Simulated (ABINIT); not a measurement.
The system is LiF (Griceite).

```
F Li
1.0
     0.00000    2.01400    2.01400
     2.01400    0.00000    2.01400
     2.01400    2.01400    0.00000
F Li
1 1
Direct
  0.50000 0.50000 0.50000
  0.00000 0.00000 0.00000
```

Base run:

```yaml
Program: ABINIT 10.8.3 (patched build)
Functional: PBEsol
Potentials_or_basis: PseudoDojo NC SR PBE v0.4.1 standard
Cutoff: 952 eV
k_mesh: 8 × 8 × 8
Occupations: fixed
Spin: no spin polarisation
```

Its results: band gap on the k mesh 8.90 eV, direct.

Q: After a change of settings the same cell gave: band gap on the k mesh 11.28 eV, direct. Which change was it?
A. functional from PBEsol to PBE0
B. functional from PBEsol to PBE
C. functional from PBEsol to HSE06

A: C.

HSE06 gives the wider gap, since exact exchange removes part of the self-interaction.

Caveats: Libxc's HSE differs a little from that of other programs (some runs).
